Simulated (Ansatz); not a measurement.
Input of an Ansatz 0.2.0 run:

input.yaml

```yaml
crystal:
  lattice:
    - [2.8843249483, 0.0, 0.0]
    - [-1.4421624742, 2.497898678, 0.0]
    - [0.0, 0.0, 9.33675446]
  atoms:
    - { symbol: Al, position: [0.0, 0.0, 0.85000767] }
    - { symbol: Al, position: [0.0, 0.0, 0.14999233] }
    - { symbol: O, position: [0.3333333333, 0.6666666667, 0.77768308] }
    - { symbol: O, position: [0.6666666667, 0.3333333333, 0.0] }
    - { symbol: O, position: [0.3333333333, 0.6666666667, 0.22231692] }
kpoints:
  mp_grid: { grid: [11, 11, 3] }
  band_path:
    path:
      - [0.0, 0.0, 0.0]
      - [0.5, 0.0, 0.0]
      - [0.3333333333, 0.3333333333, 0.0]
      - [0.0, 0.0, 0.0]
      - [0.0, 0.0, 0.5]
      - [0.5, 0.0, 0.5]
      - [0.3333333333, 0.3333333333, 0.5]
      - [0.0, 0.0, 0.5]
    npoints: 12
scf:
  occupations: { method: fermi_dirac, width: 0.05 }
hamiltonian:
  xc: pbesol
  pseudopotentials: { kind: all_electron, lapw: { basis_error: 0.002 } }
output:
  forces: true
  stress: true
  eigenvalues: true
```

Potentials or basis: all-electron LAPW, scalar-relativistic.

Command:

```console
$ ansatz run input.yaml --threads 4 --pin off --max-ram 12288MiB --backend cpu --events-out ev --progress --plain --runs-dir out
```

Estimate the largest force.

0.141 eV/Å.

Estimate the band gap along the path.

4.77 eV, indirect (least direct gap 5.01 eV).

Forces on the atoms (eV/Å):
```
Al   0.000  0.000  0.141
Al   0.000  0.000 -0.141
O    0.000  0.000  0.111
O    0.000  0.000  0.000
O    0.000  0.000 -0.111
```

Expect the measured gap to be larger: semilocal functionals such as PBEsol lack the derivative discontinuity.
